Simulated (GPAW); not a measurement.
Write an ASE script for GPAW 26.7.0 that does the following.

| Quantity | Value |
| --- | --- |
| Task | single point |
| Functional | LDA |
| Potentials or basis | the program's PAW data sets (release 1.2.1) made for this functional |
| Cutoff | 450 eV |
| Basis | pw |
| k mesh | 6 × 6 × 6 |
| Occupations | fermi-dirac, width 0.05 eV |
| Spin | no spin polarisation |
| Maxiter | 120 |
| Convergence | default |

Crystal: CdS (Hawleyite).

```
CELL_PARAMETERS angstrom
0.00000 2.91650 2.91650
2.91650 0.00000 2.91650
2.91650 2.91650 0.00000
ATOMIC_POSITIONS crystal
Cd 0.00000 0.00000 0.00000
S 0.75000 0.75000 0.75000
```

The input as run:

run.py

```python
from ase import Atoms
from ase.dft.bandgap import bandgap
from ase.io import write
from ase.units import GPa
from gpaw import GPAW, PW

atoms = Atoms(['Cd', 'S'],
              cell=[[0.0, 2.9165, 2.9165],
                    [2.9165, 0.0, 2.9165],
                    [2.9165, 2.9165, 0.0]],
              scaled_positions=[[0.0, 0.0, 0.0],
                                [0.75, 0.75, 0.75]],
              pbc=True)

calc = GPAW(mode=PW(450),
            xc='LDA',
            kpts={'size': (6, 6, 6), 'gamma': True},
            occupations={'name': 'fermi-dirac', 'width': 0.05},
            nbands=18,
            maxiter=120,
            txt='gpaw.txt')
atoms.calc = calc
energy = atoms.get_potential_energy()
forces = atoms.get_forces()
stress = atoms.get_stress()
calc.write('gs.gpw')
write('result.traj', atoms)
print(f'Energy: {energy:.6f} eV')
print('Forces (eV/A):')
print(forces.round(4))
print('Stress (GPa):', (stress / GPa).round(3))
print('Fermi level:', round(calc.get_fermi_level(), 4), 'eV')
print(f'Gap: {bandgap(calc)[0]:.4f} eV, direct: {bandgap(calc, direct=True)[0]:.4f} eV')
```

Potentials or basis: the program's PAW data sets (release 1.2.1) made for this functional, pw.

Launch:

```console
$ OMP_NUM_THREADS=1 python run.py
```

It gave:

```
Pressure               : -3.6 GPa
Band gap on the k mesh : 0.85 eV, direct
```

Caveat: the cutoff is short for stress and forces, so pressures can be off by a GPa or more.

Run time: 19 s on 1 thread of Intel(R) Xeon(R) Processor @ 2.50GHz (Skylake/Cascade Lake) (shared host), peak memory 0.14 GiB.
